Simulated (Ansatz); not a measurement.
# InP: single point with PBEsol

**What was measured.**

From a printed reference work, data compilation, for a bulk crystal of InP at 1.6 K: band gap 1.4236 eV (direct).

Crystal: InP.

```xyz
2
Lattice="0.0000 2.9305 2.9305 2.9305 0.0000 2.9305 2.9305 2.9305 0.0000" Properties=species:S:1:pos:R:3 pbc="T T T"
In    0.0000    0.0000    0.0000
P     4.3957    4.3957    4.3957
```

| Property | Result |
| --- | --- |
| Program | Ansatz 0.2.0 |
| Task | single point |
| Functional | PBEsol |
| Potentials or basis | all-electron LAPW, scalar-relativistic |
| Cutoff | 245 eV (chosen from the basis error) |
| Basis error allowed | 0.001 eV/atom |
| k mesh | 8 × 8 × 8 |
| Occupations | gaussian, width 0.02 eV |
| Spin | no spin polarisation |

```json
{"Pressure": "0.6 GPa", "Band gap on the k mesh": "0.61 eV, direct"}
```

Levels at points of the mesh, in eV from the valence-band top:
| k point | band 13 | band 14 | band 15 | band 16 | band 17 | band 18 | band 19 | band 20 | band 21 |
| --- | --- | --- | --- | --- | --- | --- | --- | --- | --- |
| (0.00, 0.00, 0.00) | -14.01 | -11.55 | 0.00 | 0.00 | 0.00 | 0.61 | 4.01 | 4.01 | 4.01 |
| (0.00, 0.00, -0.50) | -13.99 | -9.80 | -5.80 | -0.98 | -0.98 | 1.40 | 4.73 | 4.73 | 6.95 |
| (0.00, -0.50, -0.50) | -13.97 | -9.13 | -5.81 | -2.35 | -2.35 | 1.63 | 2.17 | 9.09 | 9.52 |

It took 6.8 s on 1 thread of Intel(R) Xeon(R) Platinum 8488C (Sapphire Rapids), with other jobs on the host, peak memory 0.3 GiB.

Against the measured gap of InP, 1.4236 eV (direct; 1.6 K; a printed reference work, data compilation), the calculated 0.61 eV is off by -0.81 eV. Spin-orbit coupling on In is left out. The value is that of PBEsol, without temperature or zero-point motion. Semilocal functionals fall short of measured gaps as a rule.

Caveat: spin-orbit coupling is left out, which moves the levels of the heavy elements.
